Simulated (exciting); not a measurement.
Set up this calculation in exciting (release sodium), as the native input.

```yaml
Task: single point
Functional: PBE
Potentials_or_basis: all-electron LAPW+lo, shipped species files, valence relativity iora*
rgkmax: 9
k_mesh: 9 × 9 × 9
Occupations: gaussian, width 0.011 eV
Spin: no spin polarisation
outputlevel: high
gmaxvr_cutoff_of_density_and_potential: 14 1/bohr
lmaxapw_and_lmaxmat: 10
lmaxvr: 8
nempty: 8
Valence_relativity: iora*
epsengy: 1e-05 Ha
epspot: 1e-05 Ha
maxscl: 60
Muffin-tin_radii: Pb 2.3 bohr
```

The system is Pb.

```
CELL_PARAMETERS angstrom
0.00000 2.47502 2.47502
2.47502 0.00000 2.47502
2.47502 2.47502 0.00000
ATOMIC_POSITIONS crystal
Pb 0.00000 0.00000 0.00000
```

One way to write it, as run:

input.xml

```xml
<input>
  <title>Pb</title>
  <structure speciespath="./" tshift="false">
    <crystal scale="1">
      <basevect>0.000000000000 4.677109952971 4.677109952971</basevect>
      <basevect>4.677109952971 0.000000000000 4.677109952971</basevect>
      <basevect>4.677109952971 4.677109952971 0.000000000000</basevect>
    </crystal>
    <species speciesfile="Pb.xml" rmt="2.3">
      <atom coord="0.000000000000 0.000000000000 0.000000000000"/>
    </species>
  </structure>
  <groundstate do="fromscratch" ngridk="9 9 9" rgkmax="9" gmaxvr="14" lmaxapw="10" lmaxmat="10" lmaxvr="8" xctype="GGA_PBE" stype="Gaussian" swidth="0.00040424" nempty="8" ValenceRelativity="iora*" epsengy="1e-05" epspot="1e-05" maxscl="60" tforce="true" outputlevel="high"/>
</input>
```

Potentials or basis: all-electron LAPW+lo, shipped species files, valence relativity iora*.

The run is started by

```console
$ OMP_NUM_THREADS=1 exciting_smp
```

Results of the run:

```
Band gap on the k mesh                            : none (metal or under the smearing width)
All electrons inside the program's atomic spheres : Pb 79.07 (radii Pb 2.3 bohr)
```

Wall time 24 s on 1 thread of Arm Neoverse V2, with other jobs on the host, peak memory 0.1 GiB.
